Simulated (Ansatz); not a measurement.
# NiO (Fm-3m): magnetic orders compared

An exercise on one series of results from a longer session: the logs are not shown, and one member is left open.

Computed with Ansatz 0.2.0 (DFT r²SCAN, scalar-relativistic, plane waves, PAW, unless a step's input says otherwise).

## The system as given

Symmetry: Fm-3m, No. 225, cubic system. The conventional cell has a = 4.189 Å, b = 4.189 Å, c = 4.189 Å, α = 90.00°, β = 90.00°, γ = 90.00°. Ni (site symmetry m-3m) is surrounded by 6 O at 2.09 Å. O (site symmetry m-3m) is surrounded by 6 Ni at 2.09 Å.

As a file:

```cif
data_structure
_symmetry_space_group_name_H-M 'P 1'
_symmetry_Int_Tables_number 1
_cell_length_a 2.9618
_cell_length_b 2.9618
_cell_length_c 2.9618
_cell_angle_alpha 60.000
_cell_angle_beta 60.000
_cell_angle_gamma 60.000
_cell_volume 18.37
loop_
_atom_site_label
_atom_site_type_symbol
_atom_site_fract_x
_atom_site_fract_y
_atom_site_fract_z
_atom_site_occupancy
Ni1 Ni 0.00000 0.00000 0.00000 1
O1 O 0.50000 0.50000 0.50000 1
```

This cell comes from an earlier session at r²SCAN: 9.186 Å³/atom at 0.00 GPa, on a 14×14×14 mesh.

The first run:

Input file input.yaml:

```yaml
crystal:
  lattice:
    - [0.0, 2.0943165023, -2.0943165023]
    - [0.0, 2.0943165023, 2.0943165023]
    - [4.1886330046, 0.0, 0.0]
  atoms:
    - { symbol: Ni, position: [0.0, 0.0, 0.0], spin: 2.0 }
    - { symbol: O, position: [0.0, 1.0, 0.5] }
    - { symbol: Ni, position: [0.5, 0.5, 0.5], spin: -2.0 }
    - { symbol: O, position: [0.5, 1.5, 1.0] }
basis:
  ecutwfc: 500
  ecutrho_ratio: 4
kpoints:
  mp_grid: { grid: [8, 8, 6] }
hamiltonian:
  xc: r2scan
scf:
  occupations: { method: gaussian, width: 0.05 }
  lower_state_search: "off"
output:
  forces: true
  stress: true
  eigenvalues: true
  populations: true
magnetization:
  spin_polarized: true
```

Command:

```bash
$ ansatz run input.yaml --threads 2 --pin off --max-ram 5120MiB --backend cpu --events-out ev --progress --plain --runs-dir out
```

Among the steps run: Antiferromagnetic, propagation vector (1, 0, 0); Antiferromagnetic, propagation vector (1/2, 1/2, -1/2); No spin polarisation.

One of the session's tables, all rows but one given; the rest of the session is left out.

```
                                                 order  above the lowest (meV/atom)  largest moment (μB)  pressure (GPa)  gap on the mesh (eV)
                                         ferromagnetic                            ?                    ?               ?                     ?
       antiferromagnetic, propagation vector (1, 0, 0)                         95.6                 1.68             0.2                  0.88
antiferromagnetic, propagation vector (1/2, 1/2, -1/2)                          0.0                 1.58            -3.9                  2.38
                                  no spin polarisation                        537.6                 0.00           -11.8                  0.00
```

Q: Estimate the row for ferromagnetic from the others.

**Answer.** above the lowest (meV/atom): 82.0; largest moment (μB): 1.67; pressure (GPa): 0.0; gap on the mesh (eV): 0.82. In the column «above the lowest (meV/atom)» it lies between antiferromagnetic, propagation vector (1/2, 1/2, -1/2) (0.0) and antiferromagnetic, propagation vector (1, 0, 0) (95.6).

The first row is the run of the earlier session that started with parallel moments (-3206.7199 eV/atom).

To keep in mind: Only these orders were tried, at zero temperature; the one found in experiment may not be among them. Warnings in the runs' records: stability check not made, anti translation declined.
